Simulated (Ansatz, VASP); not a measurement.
# ThF4 in two plane-wave programs, part 2 of 2

Wanted: the spread between two codes on one cell, functional and k mesh. The structure shown is the start of the Ansatz relaxation below; VASP solves that cell, so the two are compared at the walk's first step.

VASP 6.6.1 and Ansatz 0.2.0.

So far: Starting point; Ansatz: relaxation, PBEsol.

### Step 3. VASP: single point, PBEsol, start cell

Level of this step: PBEsol; plane waves and PAW (Th, F) (VASP).

The same cell, functional, mesh and smearing now go to VASP, with its own data sets.

Lines of VASP's logs that name or quote its potential files are left out, and so is its time.

INCAR reads:

```
SYSTEM = ThF4
PREC = Accurate
ENCUT = 520
EDIFF = 1E-06
NELM = 200
ISMEAR = 0
SIGMA = 0.02
LREAL = .FALSE.
ALGO = Normal
GGA = PS
NBANDS = 144
LASPH = .TRUE.
LORBIT = 11
LWAVE = .FALSE.
LCHARG = .FALSE.
ISIF = 2
GGA_COMPAT = .FALSE.
EFERMI = MIDGAP
LMAXMIX = 6
KPAR = 4
```

POSCAR reads:

```
ThF4
1.0
    6.5245000000     -5.5600000000      0.0000000000
    6.5245000000      5.5600000000      0.0000000000
   -5.0558090000      0.0000000000      6.8801330000
Th F
6 24
Direct
    0.2131000051      0.7869000051      0.2499999637
    0.7868999949      0.2130999949      0.7500000363
    0.7759000223      0.6323000223      0.3308999986
    0.3677000442      0.2241000442      0.1691000741
    0.2240999777      0.3676999777      0.6691000014
    0.6323000121      0.7759000121      0.8309000713
    0.5000000000      0.0000000000      0.0000000000
    0.9999999898      0.4999999898      0.5000000727
    0.2813999725      0.9733999725      0.1578999999
    0.0266000174      0.7186000174      0.3421000728
    0.7185999509      0.0265999509      0.8421000001
    0.9734000389      0.2814000389      0.6579000726
    0.9316999806      0.8280999806      0.0442000176
    0.1719000092      0.0683000092      0.4558000550
    0.0682999428      0.1718999428      0.9557999824
    0.8281000471      0.9317000471      0.5442000903
    0.6004000051      0.3996000051      0.2499999637
    0.3995999949      0.6003999949      0.7500000363
    0.4975999650      0.7367999650      0.2799999651
    0.2631999685      0.5023999685      0.2199999622
    0.5023999583      0.2631999583      0.7200000349
    0.7367999549      0.4975999549      0.7800000378
    0.1857999246      0.5961999246      0.9333999793
    0.4037999886      0.8141999886      0.5666000933
    0.8141999988      0.4037999988      0.0666000207
    0.5961999911      0.1857999911      0.4334000520
    0.6825000073      0.7383000073      0.1018000669
    0.2616999826      0.3174999826      0.3982000057
    0.3174999724      0.2616999724      0.8982000784
    0.7382999408      0.6824999408      0.6017999943
```

KPOINTS reads:

```
Automatic mesh
0
Gamma
4 4 4
0 0 0
```

Potentials, in the order of the species: Th and F (PBE family, release 64).

The run is started by

```sh
mpirun -np 4 vasp_std
```

Numbers of over 12 decimals in the logs are rounded to 6 here.

The program printed:

```text
[banner, memory and clock lines left out]
running    4 mpi-ranks, on    1 nodes
 distrk:  each k-point on    1 cores,    4 groups
 distr:  one band on    1 cores,    1 groups

 POSCAR found type information on POSCAR ThF
 POSCAR found :  2 types and      30 ions
|                                                                             |
|               ----> ADVICE to this user running VASP <----                  |
|                                                                             |
|     You have a (more or less) 'large supercell' and for larger cells it     |
|     might be more efficient to use real-space projection operators.         |
|     Therefore, try LREAL= Auto in the INCAR file.                           |
|     Mind: For very accurate calculation, you might also keep the            |
|     reciprocal projection scheme (i.e. LREAL=.FALSE.).                      |
|                                                                             |

|                                                                             |
|               ----> ADVICE to this user running VASP <----                  |
|                                                                             |
|     You enforced a specific xc type in the INCAR file but a different       |
|     [... a line on the potential file left out ...]
|     I HOPE YOU KNOW WHAT YOU ARE DOING!                                     |
|                                                                             |

 LDA part: xc-table for (Slater+PW92), standard interpolation
 POSCAR, INCAR and KPOINTS ok, starting setup
 FFT: planning ... GRIDC
 FFT: planning ... GRID_SOFT
 FFT: planning ... GRID
 WAVECAR not read
 entering main loop
       N       E                     dE             d eps       ncg     rms          rms(c)
DAV:   1     0.317196985766E+04    0.31720E+04   -0.11812E+05  6976   0.163E+03
DAV:   2     0.410875822007E+03   -0.27611E+04   -0.26543E+04  8256   0.419E+02
DAV:   3    -0.210663911271E+03   -0.62154E+03   -0.61450E+03  7904   0.193E+02
DAV:   4    -0.239738166554E+03   -0.29074E+02   -0.28988E+02  9344   0.530E+01
DAV:   5    -0.241471326038E+03   -0.17332E+01   -0.17320E+01 12616   0.103E+01    0.981E+01
DAV:   6    -0.218669658216E+03    0.22802E+02   -0.11541E+02  8064   0.299E+01    0.804E+01
DAV:   7    -0.219383097823E+03   -0.71344E+00   -0.22143E+01 10776   0.128E+01    0.517E+01
DAV:   8    -0.219808957854E+03   -0.42586E+00   -0.43115E+00  8416   0.623E+00    0.206E+01
DAV:   9    -0.219498616229E+03    0.31034E+00   -0.27555E+00  8064   0.486E+00    0.508E+00
DAV:  10    -0.219494188688E+03    0.44275E-02   -0.14033E-01 11488   0.135E+00    0.370E+00
DAV:  11    -0.219486224778E+03    0.79639E-02   -0.31901E-02 10064   0.502E-01    0.141E+00
DAV:  12    -0.219487292743E+03   -0.10680E-02   -0.20830E-02 10232   0.402E-01    0.325E-01
DAV:  13    -0.219488007870E+03   -0.71513E-03   -0.25065E-03 11088   0.137E-01    0.497E-01
DAV:  14    -0.219487916261E+03    0.91609E-04   -0.26055E-04  9672   0.551E-02    0.262E-01
DAV:  15    -0.219487910366E+03    0.58954E-05   -0.24363E-04 10168   0.450E-02    0.122E-01
DAV:  16    -0.219487935984E+03   -0.25618E-04   -0.58945E-05  8600   0.247E-02    0.156E-02
DAV:  17    -0.219487935678E+03    0.30563E-06   -0.76262E-06  8152   0.764E-03
   1 F= -.21948794E+03 E0= -.21948794E+03  d E =0.000000E+00
```

From OUTCAR (step 3):

```text
ion  position               nearest neighbor table
   1  0.213  0.787  0.250-   9 2.32  10 2.32  19 2.32  20 2.32  13 2.35  14 2.35  23 2.37  24 2.37

  LATTYP: Found a base centered monoclinic cell.
 ALAT       =    13.0490000000
 B/A-ratio  =     0.8521725803
 C/A-ratio  =     0.6543029702
 COS(beta)  =    -0.5921538207

 Subroutine GETGRP returns: Found  4 space group operations
 (whereof  2 operations were pure point group operations)

The static configuration has the point symmetry S_2 .
 The point group associated with its full space group is C_2h.

 Found     24 irreducible k-points:

   k-points           NKPTS =     24   k-points in BZ     NKDIM =     24   number of bands    NBANDS=    144

   dimension x,y,z NGX =    64 NGY =   64 NGZ =   64
   dimension x,y,z NGXF=   128 NGYF=  128 NGZF=  128

   ENCUT  =  520.0 eV  38.22 Ry    6.18 a.u.  15.94 15.94 15.88*2*pi/ulx,y,z

   NELECT =     240.0000    total number of electrons

 k-points in reciprocal lattice and weights: Automatic mesh
   0.00000000  0.00000000  0.00000000       0.016
   0.25000000 -0.00000000  0.00000000       0.062
   0.50000000 -0.00000000  0.00000000       0.031
   0.25000000  0.25000000  0.00000000       0.031
   0.50000000  0.25000000  0.00000000       0.062
  -0.25000000  0.25000000  0.00000000       0.031
   0.50000000  0.50000000  0.00000000       0.016
   0.00000000  0.00000000  0.25000000       0.031
   0.25000000 -0.00000000  0.25000000       0.062
[...]
-0.25000000  0.25000000  0.50000000       0.031
   0.50000000  0.50000000  0.50000000       0.016

 average (electrostatic) potential at core
       1 -62.6160       2 -62.6159       3 -62.5601       4 -62.5601       5 -62.5601
       6 -62.5601       7 -77.8220       8 -77.8220       9 -77.5787      10 -77.5787
      11 -77.5787      12 -77.5787      13 -77.4984      14 -77.4984      15 -77.4984
      16 -77.4984      17 -77.5555      18 -77.5555      19 -77.4981      20 -77.4981
      21 -77.4981      22 -77.4981      23 -77.4123      24 -77.4122      25 -77.4123
      26 -77.4123      27 -77.6239      28 -77.6239      29 -77.6239      30 -77.6238

 E-fermi :   1.8745

 k-point     1 :       0.0000    0.0000    0.0000
  band No.  band energies     occupation
    ...
    116      -1.7451      2.00000
    117      -1.7185      2.00000
    118      -1.7091      2.00000
    119      -1.6399      2.00000
    120      -1.4970      2.00000
    121       5.2558      0.00000
    122       5.2733      0.00000
    123       5.2754      0.00000
    124       5.3059      0.00000
    125       5.3100      0.00000
    ...

 k-point     2 :       0.2500   -0.0000    0.0000
  band No.  band energies     occupation
    ...
    116      -1.7427      2.00000
    117      -1.7304      2.00000
    118      -1.7190      2.00000
    119      -1.6942      2.00000
    120      -1.5519      2.00000
    121       5.2616      0.00000
    122       5.2864      0.00000
    123       5.2882      0.00000
    124       5.3006      0.00000
    125       5.3147      0.00000
    ...

 k-point     3 :       0.5000   -0.0000    0.0000
  band No.  band energies     occupation
    ...
    116      -1.8022      2.00000
    117      -1.7525      2.00000
    118      -1.7081      2.00000
    119      -1.7026      2.00000
    120      -1.5888      2.00000
    121       5.2460      0.00000
    122       5.2919      0.00000
    123       5.2988      0.00000
    124       5.3087      0.00000
    125       5.3345      0.00000
    ...

  Total       -3.5475130     -7.6760268     -3.9574341      0.0000000      0.0000000      0.3794341
  in kB      -11.3863812    -24.6375893    -12.7020968      0.0000000      0.0000000      1.2178619
  external PRESSURE =     -16.2420224 kB  Pullay stress =       0.0000000 kB

  energy-cutoff  :      520.00
  volume of cell :      499.17
      direct lattice vectors                 reciprocal lattice vectors
     6.524500000 -5.560000000  0.000000000     0.076634225 -0.089928058  0.056314028
     6.524500000  5.560000000  0.000000000     0.076634225  0.089928058  0.056314028
    -5.055809000  0.000000000  6.880133000     0.000000000  0.000000000  0.145346027

 POSITION                                       TOTAL-FORCE (eV/Angst)
 -----------------------------------------------------------------------------------
      5.26055      3.19033      1.72003         0.000000     -0.108853     -0.000000
      2.73264     -3.19033      5.16010         0.000000      0.108853     -0.000000
      7.51483     -0.79842      2.27664         0.050435      0.097023     -0.009948
      3.00626     -0.79842      1.16343        -0.050435      0.097023      0.009948
      0.47836      0.79842      4.60350        -0.050435     -0.097023      0.009948
      4.98693      0.79842      5.71670         0.050435     -0.097023     -0.009948
      3.26225     -2.78000      0.00000        -0.000000      0.000000     -0.000000
      7.25884     -2.78000      3.44007        -0.000000      0.000000     -0.000000
      7.38863      3.84752      1.08637        -0.060364      0.025043     -0.008910
      3.13247      3.84752      2.35369         0.060364      0.025043      0.008910
      0.60456     -3.84752      5.79376         0.060364     -0.025043      0.008910
      4.86073     -3.84752      4.52644        -0.060364     -0.025043     -0.008910
     11.25835     -0.57602      0.30410        -0.002094     -0.094937      0.002714
     -0.73725     -0.57602      3.13596         0.002094     -0.094937     -0.002714
     -3.26516      0.57602      6.57603         0.002094      0.094937     -0.002714
      8.73044      0.57602      3.74417        -0.002094      0.094937      0.002714
      5.26055     -1.11645      1.72003        -0.000000     -0.069032     -0.000000
      2.73264      1.11645      5.16010        -0.000000      0.069032     -0.000000
      6.63822      1.32995      1.92644        -0.010926     -0.004098     -0.011444
      3.88288      1.32995      1.51363         0.010926     -0.004098      0.011444
      1.35497     -1.32995      4.95370         0.010926      0.004098      0.011444
      4.11031     -1.32995      5.36650        -0.010926      0.004098     -0.011444
      0.38307      2.28182      6.42192         0.063855     -0.003800     -0.025384
      5.08222      2.28182      3.89828        -0.063855     -0.003800      0.025384
      7.61012     -2.28182      0.45822        -0.063855      0.003800      0.025384
      2.91097     -2.28182      2.98185         0.063855      0.003800     -0.025384
      8.75533      0.31025      0.70040        -0.035500     -0.002205      0.047895
      1.76577      0.31025      2.73967         0.035500     -0.002205     -0.047895
     -0.76214     -0.31025      6.17974         0.035500      0.002205     -0.047895
      6.22742     -0.31025      4.14046        -0.035500      0.002205      0.047895
 -----------------------------------------------------------------------------------
    total drift:                                0.005189     -0.002467      0.003459

  FREE ENERGIE OF THE ION-ELECTRON SYSTEM (eV)
  ---------------------------------------------------
  free  energy   TOTEN  =      -219.4879356783 eV

  energy  without entropy=     -219.4879356783  energy(sigma->0) =     -219.48793568

 total charge
# of ion       s       p       d       f       tot
--------------------------------------------------
    1        2.086   5.936   0.739   0.490   9.251
    2        2.086   5.936   0.739   0.490   9.251
    3        2.088   5.943   0.753   0.500   9.285
    4        2.088   5.943   0.753   0.500   9.285
    5        2.088   5.943   0.753   0.500   9.285
    6        2.088   5.943   0.753   0.500   9.285
    7        1.738   4.366   0.000   0.000   6.104
    8        1.738   4.366   0.000   0.000   6.104
    9        1.738   4.363   0.000   0.000   6.101
   10        1.738   4.363   0.000   0.000   6.101
   11        1.738   4.363   0.000   0.000   6.101
   12        1.738   4.363   0.000   0.000   6.101
   13        1.737   4.357   0.000   0.000   6.094
   14        1.737   4.357   0.000   0.000   6.094
   15        1.737   4.357   0.000   0.000   6.094
   16        1.737   4.357   0.000   0.000   6.094
   17        1.737   4.359   0.000   0.000   6.096
   18        1.737   4.359   0.000   0.000   6.096
   19        1.738   4.364   0.000   0.000   6.102
   20        1.738   4.364   0.000   0.000   6.102
   21        1.738   4.364   0.000   0.000   6.102
   22        1.738   4.364   0.000   0.000   6.102
   23        1.736   4.356   0.000   0.000   6.092
   24        1.736   4.356   0.000   0.000   6.092
   25        1.736   4.356   0.000   0.000   6.092
   26        1.736   4.356   0.000   0.000   6.092
   27        1.739   4.369   0.000   0.000   6.108
   28        1.739   4.369   0.000   0.000   6.108
   29        1.739   4.369   0.000   0.000   6.108
   30        1.739   4.369   0.000   0.000   6.108
--------------------------------------------------
tot         54.228 140.331   4.492   2.980 202.032

[... 3 further parts left out ...]
```

The run ends at a pressure of -1.62 GPa, with forces up to 0.11 eV/Å.

### Step 4. Comparison

Known differences besides the potentials themselves: the cutoff is 420 eV in Ansatz and 520 eV in VASP; Ansatz makes its cores anew for this functional, VASP keeps those of its PBE data sets. Total energies have different zeros and are not compared.

Forces on 7 of the 30 atoms, those with the largest forces and the largest differences (eV/Å; atoms numbered as in POSCAR):

```csv
atom,"Ansatz x, y, z","VASP x, y, z"
Th1,"0.000, -0.124, 0.000","0.000, -0.109, 0.000"
Th2,"0.000, 0.124, 0.000","0.000, 0.109, 0.000"
Th3,"0.050, 0.113, -0.017","0.050, 0.097, -0.010"
Th4,"-0.050, 0.113, 0.017","-0.050, 0.097, 0.010"
Th5,"-0.050, -0.113, 0.017","-0.050, -0.097, 0.010"
Th6,"0.050, -0.113, -0.017","0.050, -0.097, -0.010"
F15,"0.006, 0.099, -0.002","0.002, 0.095, -0.003"
```

The forces differ by 5.3 meV/Å r.m.s., which is 12.3 % of the r.m.s. force of 0.043 eV/Å (both taken over all components).

### Step 5. Outcome

* r.m.s. force difference (single point, PBEsol, start cell): 5.3 meV/Å

What this shows: The r.m.s. force difference is 5.3 meV/Å (single point, PBEsol, start cell), within the 12 meV/Å picked in this series as the mark of a large difference. Such differences can come from data sets, numerical settings and the points named under the comparisons, not from the functional's error against experiment.

[Lines on the potential files, build, host, timing and source positions are cut from VASP's logs without a mark.]

[Logs are printed without paths, hosts, clocks, repeated set-up lines and the standing remarks that a program may print on its own settings, such as how far it seeks lower states.]

[Hosts, paths, dates, database ids (printed as entryN), source tags and the programs' standing remarks are cut or masked in the printed files.]
